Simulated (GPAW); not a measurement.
Runs of GPAW 26.7.0 on Si2Mo. Symmetry: P6_222, No. 180, hexagonal system. The conventional cell has a = 4.585 Å, b = 4.585 Å, c = 6.580 Å, α = 90.00°, β = 90.00°, γ = 120.00°. Mo (site symmetry 222) has 10 Si at 2.57 to 2.67 Å as nearest neighbours. Around Si (site symmetry 2) lie 5 Si at 2.55 to 2.67 Å and 5 Mo at 2.57 to 2.67 Å. Measurements of this composition are mostly on another form, of space group No. 139.

| task | level | potentials or basis | cell | k mesh | band path | band points | gap on the mesh (eV) | pressure (GPa) | largest force (eV/Å) |
| --- | --- | --- | --- | --- | --- | --- | --- | --- | --- |
| single point | PBE | GPAW PAW data sets (gpaw-data 1.2.1), pw | strain = -0.04 | 5 × 5 × 3 | - | - | 0.69 | (c) | 0.07 |
| band structure | LDA | the program's PAW data sets (release 1.2.1) made for this functional, pw | as given | 5 × 5 × 3 | GMKGALHA,LM,KH | 100 | - | -4.6 | 0.07 |
| band structure | PBEsol | PAW data sets generated in the run's folder for this functional, pw | as given | 5 × 5 × 3 | GMKGALHA,LM,KH | 100 | - | -0.9 | 0.05 |
| single point | PBE | GPAW PAW data sets (gpaw-data 1.2.1), pw | strain = 0.02 | 5 × 5 × 3 | - | - | (a) | 0.0 | 0.04 |
| single point | PBEsol | PAW data sets generated in the run's folder for this functional, pw | as given | 7 × 7 × 4 | - | - | 0.25 | -0.9 | 0.05 |
| single point | PBE | GPAW PAW data sets (gpaw-data 1.2.1), pw | strain = 0.04 | 5 × 5 × 3 | - | - | 0.50 | (b) | 0.08 |

Alike in all rows: no spin polarisation; cutoff (eV) 600; smearing fermi-dirac 0.05 eV.

**Question.** Estimate the missing entries.

**Answer.** (a) 0.56; (b) -3.4; (c) 14.2.

Caveats: an odd mesh through Γ misses points on the zone boundary, where band edges often lie (some runs); the density grid can change from cell to cell, which puts small steps into energies and stress (some runs).

A k mesh can miss the band edges, and the runs leave out spin-orbit coupling on Mo.
